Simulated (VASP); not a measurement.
# N (P4_2/mnm) in VASP: notebook, part 2 of 2

VASP 6.6.1.

### Step 4. Phonons, PBEsol+D3

The input, POSCAR:

```
N
1.0
    4.0840619700      0.0000000000      0.0000000000
    0.0000000000      4.0840619700      0.0000000000
    0.0000000000      0.0000000000      5.3459132500
N
4
Direct
    0.4042752000      0.5957248000      0.5000000000
    0.0957248000      0.0957248000      0.0000000000
    0.5957248000      0.4042752000      0.5000000000
    0.9042752000      0.9042752000      0.0000000000
```

The input, INCAR.step1:

```
PREC = Accurate
ENCUT = 980
EDIFF = 1E-8
ISMEAR = -1
SIGMA = 0.02
LREAL = F
LASPH = T
NELM = 80
ALGO = Fast
ISIF = 3
LWAVE = F
LCHARG = F
GGA = PS
IVDW = 11
IBRION = 2
NSW = 40
EDIFFG = -0.002
```

The input, INCAR.step2:

```
PREC = Accurate
ENCUT = 980
EDIFF = 1E-8
ISMEAR = -1
SIGMA = 0.02
LREAL = F
LASPH = T
NELM = 80
ALGO = Fast
ISIF = 2
LWAVE = F
LCHARG = F
GGA = PS
IVDW = 11
IBRION = 6
NFREE = 2
POTIM = 0.015
NSW = 1
```

The input, KPOINTS:

```
regular mesh
0
Gamma
  5 5 4
```

Potentials or basis: VASP PAW PBE potentials, release 64 (N_h).

Command:

```sh
> cat potpaw_PBE.64/N_h/POTCAR > POTCAR
> cp INCAR.step1 INCAR
> mpirun -np 1 vasp_std > vasp.out
> cp CONTCAR POSCAR
> cp INCAR.step2 INCAR
> mpirun -np 1 vasp_std > vasp.out
```

OUTCAR:

```text
PREC = Accurate
   ENCUT = 980
   EDIFF = 1E-8
   ISMEAR = -1
   LREAL = F
   LASPH = T
   NELM = 80
   ISIF = 2
   GGA = PS
   IVDW = 11
   IBRION = 6
   NFREE = 2
   POTIM = 0.015
   NSW = 1
 IVDW          = 11

 ion  position               nearest neighbor table
   1  0.404  0.596  0.500-   3 1.10
   2  0.096  0.096  0.000-   4 1.10
   3  0.596  0.404  0.500-   1 1.10
   4  0.904  0.904  0.000-   2 1.10

  LATTYP: Found a simple tetragonal cell.
 ALAT       =     4.0389314051
 C/A-ratio  =     1.3112200449

  Lattice vectors:

 A1 = (   4.0389314051,   0.0000000000,   0.0000000000)
 A2 = (   0.0000000000,   4.0389314051,   0.0000000000)
 A3 = (   0.0000000000,   0.0000000000,   5.2959278182)

Analysis of symmetry for initial positions (statically):
=====================================================================
 Subroutine PRICEL returns:
 Original cell was already a primitive cell.

 Routine SETGRP: Setting up the symmetry group for a
 simple tetragonal supercell.

 Subroutine GETGRP returns: Found 16 space group operations
 (whereof  8 operations were pure point group operations)
 out of a pool of 16 trial point group operations.

The static configuration has the point symmetry D_2h.
 The point group associated with its full space group is D_4h.

Analysis of symmetry for dynamics (positions and initial velocities):
=====================================================================
 Subroutine PRICEL returns:
 Original cell was already a primitive cell.

 Routine SETGRP: Setting up the symmetry group for a
 simple tetragonal supercell.

 Subroutine GETGRP returns: Found 16 space group operations
 (whereof  8 operations were pure point group operations)
 out of a pool of 16 trial point group operations.

The dynamic configuration has the point symmetry D_2h.
 The point group associated with its full space group is D_4h.

 Subroutine INISYM returns: Found 16 space group operations
 (whereof  8 operations are pure point group operations),
 and found     1 'primitive' translations

----------------------------------------------------------------------------------------

                                     Primitive cell

  volume of cell :      86.3923

  direct lattice vectors                    reciprocal lattice vectors
     4.038931405  0.000000000  0.000000000     0.247590241  0.000000000  0.000000000
     0.000000000  4.038931405  0.000000000     0.000000000  0.247590241  0.000000000
     0.000000000  0.000000000  5.295927818     0.000000000  0.000000000  0.188824326

  length of vectors
     4.038931405  4.038931405  5.295927818     0.247590241  0.247590241  0.188824326

  position of ions in fractional coordinates (direct lattice)
     0.403621315  0.596378685  0.500000000
     0.096378685  0.096378685  0.000000000
     0.596378685  0.403621315  0.500000000
     0.903621315  0.903621315  0.000000000

  ion indices of the primitive-cell ions
   primitive index   ion index
[... 110 lines left out ...]

 number of electron      20.0000000 magnetization

 Free energy of the ion-electron system (eV)
  ---------------------------------------------------
  ext. energy  EPLUGINS =         0.00000000
  ---------------------------------------------------
  free energy    TOTEN  =       -34.47812873 eV

  energy without entropy =      -34.47812873  energy(sigma->0) =      -34.47812873

------------------------ aborting loop because EDIFF is reached ----------------------------------------

 Edisp (eV)   -0.15320

 E8    (eV) :    -0.0570
[... 159 lines left out ...]
--------------------------------------- Ionic step        5  -------------------------------------------

 number of electron      20.0000000 magnetization

 Free energy of the ion-electron system (eV)
  ---------------------------------------------------
  ext. energy  EPLUGINS =         0.00000000
  ---------------------------------------------------
  free energy    TOTEN  =       -34.47811328 eV

  energy without entropy =      -34.47811328  energy(sigma->0) =      -34.47811328

 E-fermi :  -5.5345     XC(G=0):  -6.6327

 val. band max:       -6.0037593633   @ k =  -0.4000   0.4000   0.5000
 cond. band min:       0.8969755956   @ k =   0.0000   0.0000   0.0000
 fundamental gap:      6.9007349588
 Fermi energy:        -5.5344507139

 k-point     1 :       0.0000    0.0000    0.0000
  band No.  band energies     occupation
      1     -24.2443      2.00000
      2     -24.1722      2.00000
      3      -9.2957      2.00000
      4      -9.2948      2.00000
      5      -8.0579      2.00000
      6      -7.4402      2.00000
      7      -7.4395      2.00000
      8      -7.3417      2.00000
      9      -7.0356      2.00000
     10      -6.1855      2.00000
     11       0.8970      0.00000
     12       1.8241      0.00000
     13       2.2187      0.00000
     14       2.2203      0.00000
[... 377 lines left out ...]
      1     -24.2153      2.00000
      2     -24.1817      2.00000
      3      -9.4967      2.00000
      4      -9.4461      2.00000
      5      -7.9464      2.00000
      6      -7.7001      2.00000
      7      -7.5935      2.00000
      8      -7.4300      2.00000
      9      -6.4312      2.00000
     10      -6.1380      2.00000
     11       1.5233      0.00000
     12       1.9179      0.00000
     13       2.0177      0.00000
     14       2.2233      0.00000

 [... further k-points ...]

------------------------ aborting loop because EDIFF is reached ----------------------------------------

 Edisp (eV)   -0.15321

 E8    (eV) :    -0.0570
[... 27 lines left out ...]
  FREE ENERGIE OF THE ION-ELECTRON SYSTEM (eV)
  ---------------------------------------------------
  free  energy   TOTEN  =       -34.6313211961 eV

  energy  without entropy=      -34.6313211961  energy(sigma->0) =      -34.63132120

 INTERNAL STRAIN TENSORS FROM DISPLACED ATOMS
 ============================================

 INTERNAL STRAIN TENSOR FOR ION    1 for displacements in x,y,z  (eV/Angst):
          X           Y           Z          XY          YZ          ZX
  --------------------------------------------------------------------------------
  x    55.98359    56.21282    -0.15102   -56.24687     0.00000     0.00000
  y   -56.21282   -55.98359     0.15102    56.24686     0.00000     0.00000
  z     0.00000     0.00000     0.00000     0.00000     0.09315    -0.09314

 INTERNAL STRAIN TENSOR FOR ION    4 for displacements in x,y,z  (eV/Angst):
          X           Y           Z          XY          YZ          ZX
  --------------------------------------------------------------------------------
  x    55.98359    56.21282    -0.15102    56.24687     0.00000     0.00000
  y    56.21282    55.98359    -0.15102    56.24686     0.00000     0.00000
  z     0.00000     0.00000     0.00000     0.00000    -0.09315    -0.09314

 Eigenvectors and eigenvalues of the dynamical matrix
 ----------------------------------------------------

   1 f  =   71.024749 THz   446.261660 2PiTHz 2369.130619 cm-1   293.734628 meV
             X         Y         Z           dx          dy          dz
      1.630199  2.408733  2.647964    -0.353553    0.353553    0.000000
      0.389267  0.389267  0.000000    -0.353553   -0.353553    0.000000
      2.408733  1.630199  2.647964     0.353553   -0.353553   -0.000000
      3.649665  3.649665  0.000000     0.353553    0.353553    0.000000
[... 57 lines left out ...]
  10 f  =    0.000001 THz     0.000006 2PiTHz    0.000030 cm-1     0.000004 meV
             X         Y         Z           dx          dy          dz
      1.630199  2.408733  2.647964    -0.000000   -0.000000    0.500000
      0.389267  0.389267  0.000000    -0.000000   -0.000000    0.500000
      2.408733  1.630199  2.647964    -0.000000   -0.000000    0.500000
      3.649665  3.649665  0.000000    -0.000000   -0.000000    0.500000

  11 f/i=    0.002951 THz     0.018540 2PiTHz    0.098427 cm-1     0.012203 meV
             X         Y         Z           dx          dy          dz
      1.630199  2.408733  2.647964     0.422633    0.265250    0.000000
      0.389267  0.389267  0.000000     0.423842    0.267173    0.000000
      2.408733  1.630199  2.647964     0.422633    0.265250    0.000000
      3.649665  3.649665  0.000000     0.423842    0.267173    0.000000

  12 f/i=    0.002951 THz     0.018540 2PiTHz    0.098427 cm-1     0.012203 meV
             X         Y         Z           dx          dy          dz
      1.630199  2.408733  2.647964     0.267173   -0.423842   -0.000000
      0.389267  0.389267  0.000000     0.265250   -0.422633   -0.000000
      2.408733  1.630199  2.647964     0.267173   -0.423842   -0.000000
      3.649665  3.649665  0.000000     0.265250   -0.422633   -0.000000

 ELASTIC MODULI CONTR FROM IONIC RELAXATION (kBar)
 Direction    XX          YY          ZZ          XY          YZ          ZX
 --------------------------------------------------------------------------------
 XX       -1624.8193  -1610.4072      4.3547     -0.0000      0.0000     -0.0000
 YY       -1610.4072  -1624.8193      4.3547     -0.0000     -0.0000      0.0000
 ZZ           4.3547      4.3547     -0.0117      0.0000     -0.0000     -0.0000
 XY           0.0000      0.0000     -0.0000  -1624.2212      0.0000      0.0000
 YZ           0.0000     -0.0000     -0.0000      0.0000     -6.5549     -0.0000
 ZX          -0.0000      0.0000     -0.0000      0.0000     -0.0000     -6.5537
 --------------------------------------------------------------------------------
```

Run time: 24 min. Hardware: 1 thread of AMD EPYC, shared host; peak memory 0.36 GiB.

Results:

| Item | Value |
| --- | --- |
| Relaxed volume | 21.60 Å³/atom |
| Relaxed cell | a = 4.039 Å, b = 4.039 Å, c = 5.296 Å, α = 90.00°, β = 90.00°, γ = 90.00° |
| Space group after relaxing (to 0.05 Å) | P4_2/mnm (No. 136) |
| Highest phonon frequency at Γ | 2369 cm⁻¹ |
| Dispersion energy per atom | -0.038 eV |

Step by step:
| step | energy change (eV) | largest force (eV/Å) | pressure (GPa) | volume (Å³) |
| --- | --- | --- | --- | --- |
| 1 | 0.0000 | 0.6693 | -0.95 | 89.17 |
| 2 | 0.8253 | 12.9368 | 16.22 | 87.47 |
| 3 | -0.0032 | 0.0562 | -0.14 | 89.06 |
| 4 | -0.0032 | 0.0085 | -0.08 | 89.05 |
| 5 | -0.0032 | 0.0067 | -0.06 | 89.05 |
| 6 | -0.0033 | 0.0063 | -0.05 | 88.96 |
| 7 | -0.0034 | 0.0065 | -0.05 | 88.70 |
| 8 | -0.0035 | 0.0069 | -0.04 | 88.17 |
| 9 | -0.0037 | 0.0104 | 0.00 | 87.13 |
| 10 | -0.0036 | 0.0277 | 0.07 | 85.07 |
| 11 | -0.0038 | 0.0210 | 0.03 | 86.40 |
| 12 | -0.0032 | 0.2978 | -0.40 | 86.26 |
| 13 | -0.0038 | 0.0006 | 0.00 | 86.39 |

Final structure:
```yaml
crystal:
  lattice:
    - [4.03893, 0.00000, 0.00000]
    - [0.00000, 4.03893, 0.00000]
    - [0.00000, 0.00000, 5.29593]
  atoms:
    - { symbol: N, position: [0.40362, 0.59638, 0.50000] }
    - { symbol: N, position: [0.09638, 0.09638, 0.00000] }
    - { symbol: N, position: [0.59638, 0.40362, 0.50000] }
    - { symbol: N, position: [0.90362, 0.90362, 0.00000] }
```

Phonon frequencies in cm⁻¹ (negative: imaginary):
| q point | frequencies |
| --- | --- |
| (0.000, 0.000, 0.000) | 0 0 0 43 43 44 44 72 72 84 2368 2369 |

Caveat: the PAW data sets were made with another functional, which shifts forces and pressure a little.

### Step 5. For comparison

An earlier run on the cell as given: functional PBE; potentials or basis VASP PAW PBE potentials, release 64 (N); cutoff 520 eV; k mesh 7 × 7 × 5; occupations fermi-dirac, width 0.05 eV; no spin polarisation.

* Pressure: 1.8 GPa
* Largest force: 1.072 eV/Å
* Band gap on the k mesh: 6.90 eV, indirect (least direct gap 7.08 eV)
